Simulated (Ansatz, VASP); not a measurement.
Two plane-wave programs on N

```
N
1.0
     2.51947    0.00000    0.00000
    -1.25974    2.18193    0.00000
     0.00000    0.00000    2.44600
N
2
Direct
  0.32898 0.66023 0.73606
  0.67162 0.33290 0.25859
```

Change from the starting cell: atoms moved at random, drawn with an rms of 0.05 Å.

Alike in both runs: task single point; functional PBE; k mesh 12 × 12 × 11; occupations fermi-dirac, width 0.05 eV; no spin polarisation.

|  | VASP | Ansatz |
| --- | --- | --- |
| version | VASP 6.6.1 | Ansatz 0.2.0 |
| potentials or method | VASP PAW PBE potentials, release 64 (N) | Ansatz PAW |
| plane-wave cutoff (eV) | 520 | 420 |
| valence electrons in the cell | 10 | 10 |

|  | VASP | Ansatz | Ansatz less VASP |
| --- | --- | --- | --- |
| gap on the k mesh at the Fermi level (eV) | none | none | - |
| pressure (GPa) | 10.6 | 10.7 | +0.03 |
| largest component of the traceless stress (GPa) | 3.99 | 4.12 | +0.131 |
| rms of the force components (eV/Å) | 1.252 | 1.263 | +0.0106 |

Atom by atom the forces differ by 0.011 eV/Å (rms over components). A gap of «none» marks a metal or a gap that the smearing closes.

Caveats: the pressure holds a Pulay correction of +1.2 GPa for the finite cutoff (Ansatz).
